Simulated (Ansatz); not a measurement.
**RbBr: energy and pressure over a range of volumes**

An exercise on one series of results from a longer session: the logs are not shown, and one member is left open.

Method: DFT PBE, scalar-relativistic, in Ansatz 0.2.0.

## The starting structure

The structure is cubic, space group Fm-3m (No. 225). The conventional cell has a = 6.855 Å, b = 6.855 Å, c = 6.855 Å, α = 90.00°, β = 90.00°, γ = 90.00°. Rb (site symmetry m-3m) has 6 Br at 3.43 Å as nearest neighbours. Br (site symmetry m-3m) has 6 Rb at 3.43 Å as nearest neighbours.

Structure file:

```cif
data_structure
_symmetry_space_group_name_H-M 'Fm-3m'
_symmetry_Int_Tables_number 225
_cell_length_a 6.8550
_cell_length_b 6.8550
_cell_length_c 6.8550
_cell_angle_alpha 90.000
_cell_angle_beta 90.000
_cell_angle_gamma 90.000
_cell_volume 322.12
loop_
_atom_site_label
_atom_site_type_symbol
_atom_site_symmetry_multiplicity
_atom_site_Wyckoff_symbol
_atom_site_fract_x
_atom_site_fract_y
_atom_site_fract_z
_atom_site_occupancy
Rb1 Rb 4 a 0.00000 0.00000 0.00000 1
Br1 Br 4 b 0.50000 0.00000 0.00000 1
```

The file gives the conventional cell by its symmetry; the runs use the cell typed in the input.

The cell is a deposited one (Crystallography Open Database entry 1010048); the temperature and pressure of the measurement aren't taken into account, and nothing was relaxed.

Atoms are numbered in the order of the input: Rb1, Br2.

The first run:

input.yaml

```yaml
crystal:
  lattice:
    - [0.0, 3.3811767539, 3.3811767539]
    - [3.3811767539, 0.0, 3.3811767539]
    - [3.3811767539, 3.3811767539, 0.0]
  atoms:
    - { symbol: Rb, position: [0.0, 0.0, 0.0] }
    - { symbol: Br, position: [0.5, 0.5, 0.5] }
kpoints:
  mp_grid: { grid: [6, 6, 6] }
scf:
  occupations: { method: fermi_dirac, width: 0.02 }
hamiltonian:
  xc: pbe
  pseudopotentials: { kind: all_electron, lapw: { basis_error: 0.001 } }
output:
  forces: true
  stress: true
  eigenvalues: true
```

Among the steps run: Volume × 0.96, LAPW; Volume × 0.96, PAW; Volume × 0.96, crystal datasets; Volume × 0.98, LAPW; Volume × 0.98, PAW; Volume × 1.02, LAPW; Volume × 1.02, PAW; Volume × 1.04, LAPW; Volume × 1.04, PAW; Volume × 1.04, crystal datasets.

One of the session's tables, all rows but one given; the rest of the session is left out.

It belongs to the step «Fits». 

| method | volume (Å³/atom) | pressure (GPa) | gap on the k mesh (eV) |
| --- | --- | --- | --- |
| LAPW | 38.655 | 1.73 | 4.47 |
| LAPW | 39.460 | 1.34 | 4.42 |
| LAPW | 40.265 | 0.99 | 4.36 |
| LAPW | 41.071 | 0.68 | 4.31 |
| LAPW | 41.876 | 0.40 | 4.27 |
| PAW | 38.655 | ? | ? |
| PAW | 39.460 | 1.34 | 4.42 |
| PAW | 40.265 | 0.99 | 4.36 |
| PAW | 41.071 | 0.68 | 4.31 |
| PAW | 41.876 | 0.40 | 4.27 |
| crystal datasets | 38.655 | 1.73 | 4.47 |
| crystal datasets | 40.265 | 0.99 | 4.36 |
| crystal datasets | 41.876 | 0.40 | 4.27 |

Estimate the missing values for PAW, 38.655.

**Answer.** pressure (GPa): 1.74; gap on the k mesh (eV): 4.47. In the column «pressure (GPa)» it is the highest.

Limits of these values: Warnings in the runs' records: gradients without spin orbit, crystal datasets made.
